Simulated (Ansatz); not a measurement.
ZrS2:

```
Zr S
1.0
     3.69138    0.00000    0.00000
    -1.84569    3.19683    0.00000
     0.00000    0.00000    6.04108
Zr S
1 2
Cartesian
  0.0000 0.0000 0.0000
  0.0000 2.1312 1.4372
  1.8457 1.0656 4.6038
```

The cell is a database's computed one.

| Quantity | Value |
| --- | --- |
| Program | Ansatz 0.2.0 |
| Task | relaxation of cell and atoms |
| Functional | PBE |
| Dispersion | D4 |
| Potentials or basis | Ansatz PAW |
| Cutoff | 420 eV (not typed: the program's choice for these potentials) |
| k mesh | 8 × 8 × 5 |
| Occupations | fermi-dirac, width 0.05 eV |
| Spin | no spin polarisation |

At the start: volume 23.76 Å³/atom.

**Question.** How do energy, volume and symmetry change on relaxing?

**Answer.** It ends after 6 steps and the volume is 22.38 Å³/atom (-5.8 %); space group P-3m1 (No. 164, to 0.05 Å).

The path:
| step | energy change (eV) | largest force (eV/Å) | volume (Å³) |
| --- | --- | --- | --- |
| 1 | 0.0000 | 0.0387 | 71.29 |
| 2 | -0.0148 | 0.0511 | 69.02 |
| 3 | -0.0192 | 0.0270 | 67.07 |
| 4 | -0.0194 | 0.0072 | 67.12 |
| 5 | -0.0194 | 0.0000 | 67.13 |
| 6 | -0.0191 | 0.0002 | 67.13 |

Final structure:
```xyz
3
Lattice="3.6488 0.0000 0.0000 -1.8244 3.1599 0.0000 0.0000 0.0000 5.8221" Properties=species:S:1:pos:R:3 pbc="T T T"
Zr    0.0000    0.0000    0.0000
S     0.0000    2.1066    1.4557
S     1.8244    1.0533    4.3664
```

Caveat: the plane-wave basis is chosen anew once the cell has moved, so the energies of steps on either side of that aren't comparable.
